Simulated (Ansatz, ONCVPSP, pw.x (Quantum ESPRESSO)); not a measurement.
silicon (Si): one change to the ONCV potential, in the atom and in the diamond crystal

ONCVPSP 4.0.1.1 (patched build) input, shortened (lines: element, Z, core and valence counts, functional; n l f; lmax; l rc ep ncon nbas qcut; lloc lpopt rc5 dvloc0; l nproj debl; icmod fcfact rcfact), PBEsol, scalar-relativistic:

```
  Si 14.00    3    2  -116133      upf
    1    0    2.00
    2    0    2.00
    2    1    6.00
    3    0    1.75
    3    1    2.25
    2
    0    1.80    0.00    4    8    4.60
    1    2.40    0.00    4    9    3.10
    2    2.15    0.19    3    8    4.50
    4    3    1.40    4.00
    0    1    3.00
    1    3    0.90
    2    2    3.10
    2    0.20    1.10
```

Change: p: rc 1.7.

Cutoffs, loose and tight: the cutoffs (Ha) at which the residual kinetic energy of the hardest occupied pseudo-wave falls to 1 and 0.1 mHa per electron. They do not see the model core or the augmentation charge, which bear on the density cutoff. Test errors are all-electron minus pseudo excitation energies from the reference, over the configurations 3s2 3p2; 3s2 3p1; 3s2 3p0; 3s1 3p0; variants that change the core or the reference have their own tests.

Crystal test: diamond Si in pw.x 7.5, no spin, 9³ k-points, Fermi–Dirac smearing 0.01 Ry, cutoffs set for each file from its atomic test. The reference is all-electron LAPW (Ansatz 0.2.0) with the same functional, mesh and smearing; V0 and B0 come from Birch–Murnaghan fits to the pressures at five volumes. Errors are pseudo minus all-electron; Δ is the rms difference of the E(V) curves that follow from these fits, minima aligned, over ±6 % about the mean V0. Mesh and smearing are coarse, so the numbers serve the comparison and aren't converged zero-temperature values; the lattice is a test structure that the element need not adopt.

All-electron: a0 = 5.432 Å (V0 = 20.04 Å³/atom), B0 = 93.4 GPa.

**Question.** Does the change bring the crystal closer to the all-electron result?

**Answer.** The mean pressure error goes from -0.18 to -0.29 GPa, so the change moves the solid further from the all-electron pressures.

| quantity | base | changed |
| --- | --- | --- |
| outcome (atom) | generated | generated |
| cutoff, loose (atom) | 8.0 Ha | 8.0 Ha |
| cutoff, tight (atom) | 10 Ha | 10 Ha |
| bound ghosts (atom) | none | p |
| largest test error (meV) (atom) | +39 | +64 |
| cutoffs in pw.x (Ry) | 50/200 | 50/200 |
| a0 (Å) | 5.429 | 5.427 |
| a0 error (%) | -0.06 | -0.10 |
| B0 error (%) | -0.2 | -0.3 |
| Δ (meV/atom) | 0.8 | 1.3 |
| mean pressure error (GPa) | -0.18 | -0.29 |

Base: The largest radius (2.40 bohr) exceeds half the bond length (2.22 bohr), so the spheres overlap, which is one possible source of error among others. The cutoffs count occupied waves only; projector 2 of the d channel, the hardest unoccupied one, needs 68 Ha at the loose tolerance. Changed file: Note: ghosts flagged at negative energy: p at -26.0 eV; GHOST(+) flags only above 600 eV. A true bound ghost makes a file unfit for plane-wave use. The cutoffs count occupied waves only; projector 2 of the d channel, the hardest unoccupied one, needs 68 Ha at the loose tolerance.
